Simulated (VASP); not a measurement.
Si, 1 atom in the cell. Symmetry: P6/mmm, No. 191, hexagonal system. Conventional cell: a = 2.621 Å, b = 2.621 Å, c = 2.466 Å, α = 90.00°, β = 90.00°, γ = 120.00°. Around Si (site symmetry 6/mmm) lie 8 Si at 2.47 to 2.62 Å. This isn't the form of Si at room conditions, which is diamond.

```yaml
Program: VASP 6.6.1
Task: relaxation of cell and atoms
Functional: optPBE-vdW
Potentials_or_basis: VASP PAW PBE potentials, release 64 (Si)
Cutoff: 600 eV
k_mesh: 12 × 12 × 11
Occupations: fermi-dirac, width 0.05 eV
Spin: no spin polarisation
Further_INCAR_settings: ALGO = Normal; EDIFF = 1e-06; IBRION = 2; EDIFFG = -0.01; NSW = 40; ISIF = 3
```

Potentials or basis: VASP PAW PBE potentials, release 64 (Si).

The run is started by

```console
$ cat potpaw_PBE.64/Si/POTCAR > POTCAR
$ mpirun -np 1 vasp_std > vasp.out
```

Hardware: 1 thread of Intel(R) Xeon(R) Platinum 8488C (Sapphire Rapids), on a shared host.

Question: Estimate the wall time of this run.

Answer: It took 58 s on 1 thread of Intel(R) Xeon(R) Platinum 8488C (Sapphire Rapids) (shared host), peak memory 0.25 GiB. Counts: scf iterations 28, k points 114, ion steps 5.
